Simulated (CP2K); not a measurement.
## HgTe (Coloradoite) under changes of volume

One of the cells (33.215 Å³/atom); the others are scaled copies at fixed shape and fractional positions:

```xyz
2
Lattice="4.5460 0.0000 0.0000 2.2730 3.9369 0.0000 2.2730 1.3123 3.7118" Properties=species:S:1:pos:R:3 pbc="T T T"
Hg    0.0000    0.0000    0.0000
Te    6.8190    3.9369    2.7838
```

```yaml
Program: CP2K 2026.2
Functional: PBEsol
Potentials_or_basis: POTENTIAL_UZH Hg GTH-PBE-q12, Te GTH-PBE-q6; TZVP-MOLOPT-PBE-GTH basis
Density_cutoff: 6123 eV
k_mesh: 7 × 7 × 7
Occupations: fermi-dirac, width 0.01 eV
Spin: no spin polarisation
```

```csv
volume (Å³/atom),energy over the lowest point (meV/atom),pressure (GPa)
31.223,?,?
31.887,61.55,6.0
32.551,39.62,4.6
33.215,23.06,3.4
33.880,11.28,2.3
34.544,3.73,1.3
35.208,0.00,0.5
```

Q: What does the run at 31.223 Å³/atom give?

A: Energy over the lowest point 89.48 meV/atom; pressure 7.5 GPa.

Worked out: A Birch-Murnaghan fit of order 3 (a polynomial in V^(-2/3)) to the other rows has its minimum at 35.62 Å³/atom, just outside them, with B0 = V·E''(V) = 41 GPa and B' = 5.2. It gives 89.52 meV/atom at 31.223 Å³/atom, against the run's 89.48, and -dE/dV = 7.5 GPa, against 7.5.

Energies are extrapolated to zero smearing.

Caveats: the potentials were made for another functional, which shifts forces and pressure; the basis of atomic orbitals isn't converged, which shifts pressures, moduli and gaps.
